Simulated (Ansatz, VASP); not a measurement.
**Two plane-wave programs on Ge**

```
Ge
1.0
    -2.57449    2.57449    1.39741
     2.57449   -2.57449    1.39741
     2.57449    2.57449   -1.39741
Ge
2
Direct
  0.25000 0.75000 0.50000
  0.50000 0.50000 0.00000
```

This isn't the form of Ge at room conditions, which is diamond.

Alike in both runs: task single point; functional LDA; k mesh 12 × 12 × 12; no spin polarisation.

|  | VASP | Ansatz |
| --- | --- | --- |
| version | VASP 6.6.1 | Ansatz 0.2.0 |
| potentials or method | VASP PAW LDA potentials, release 64 (Ge_d) | plane waves, PAW |
| plane-wave cutoff (eV) | 520 | 420 |
| occupations | methfessel-paxton of order 1, width 0.05 eV | cold, width 0.05 eV |
| valence electrons in the cell | 28 | 28 |

|  | VASP | Ansatz | Ansatz less VASP |
| --- | --- | --- | --- |
| pressure (GPa) | -2.7 | -2.7 | -0.01 |
| largest component of the traceless stress (GPa) | 0.82 | 0.71 | -0.104 |
